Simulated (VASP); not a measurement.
# Zn: work function with revPBE

Zn, a slab with vacuum:

```
CELL_PARAMETERS angstrom
2.61697 0.00000 0.00000
-1.30849 2.26817 0.00000
0.00000 0.00000 27.15879
ATOMIC_POSITIONS crystal
Zn 0.33935 0.67871 0.27615
Zn 0.01153 0.02306 0.36513
Zn 0.35088 0.70176 0.45504
Zn 0.69023 0.38047 0.54496
Zn 0.36241 0.72482 0.63393
Zn 0.70176 0.40352 0.72385
```

The slab is cut from a database's or a generator's crystal, which needn't be the stable form of the element.

```yaml
Program: VASP 6.6.1
Task: work function
Functional: revPBE
Potentials_or_basis: VASP PAW PBE potentials, release 64 (Zn)
Cutoff: 520 eV
k_mesh: 9 × 9 × 1
Occupations: fermi-dirac, width 0.05 eV
Spin: no spin polarisation
Dipole_correction: yes
Further_INCAR_settings: ALGO = Fast; EDIFF = 1e-06
```

| Property | Result |
| --- | --- |
| Largest force | 0.373 eV/Å |
| Band gap on the k mesh | none (metal or under the smearing width) |
| Work function of the upper face | 3.93 eV |
| Work function of the lower face | 3.94 eV |

Forces on the atoms (eV/Å):
```
Zn   0.000  0.013 -0.372
Zn   0.000 -0.001 -0.004
Zn   0.000  0.001 -0.031
Zn   0.000  0.002  0.014
Zn   0.000 -0.002  0.075
Zn   0.000 -0.012  0.319
```

Levels at points of the mesh, in eV from the Fermi level:
| k point | band 32 | band 33 | band 34 | band 35 | band 36 | band 37 | band 38 | band 39 | band 40 | band 41 |
| --- | --- | --- | --- | --- | --- | --- | --- | --- | --- | --- |
| (0.00, 0.00, 0.00) | -7.20 | -7.18 | -7.18 | -6.25 | -4.48 | -3.13 | -0.78 | 1.43 | 3.10 | 3.41 |

Wall time 2.4 min on 1 thread of Intel(R) Xeon(R) Platinum 8488C (Sapphire Rapids), with other jobs on the host, peak memory 0.34 GiB.

Caveat: the PAW data sets were made with another functional, which shifts forces and pressure a little.
